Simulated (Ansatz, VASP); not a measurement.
Tl: VASP beside Ansatz

```xyz
1
Lattice="3.0881 0.0000 0.0000 0.0000 3.0881 0.0000 0.0000 0.0000 3.0881" Properties=species:S:1:pos:R:3 pbc="T T T"
Tl    0.0000    0.0000    0.0000
```

Alike in both runs: task relaxation of cell and atoms; functional LDA; k mesh 13 × 13 × 13; occupations fermi-dirac, width 0.05 eV; no spin polarisation.

|  | VASP | Ansatz |
| --- | --- | --- |
| version | VASP 6.6.1 | Ansatz 0.2.0 |
| potentials or method | VASP PAW LDA potentials, release 64 (Tl_d), cutoff 600 eV | all-electron LAPW, non-relativistic |

Ansatz gave:

```
relaxed volume (Å³/atom)                                     : 30.87
relaxed cell length with the largest relative difference (Å) : 3.137
energy change over the relaxation (meV/atom)                 : -10
```

**Question.** Estimate VASP's values.

**Answer.** Relaxed volume (Å³/atom): 29.56; relaxed cell length with the largest relative difference (Å): 3.092; energy change over the relaxation (meV/atom): 0.

Ansatz ran all-electron here, so the differences hold the error of VASP's frozen core and of both bases.

The runs have no spin-orbit coupling, so splittings on Tl are missing.
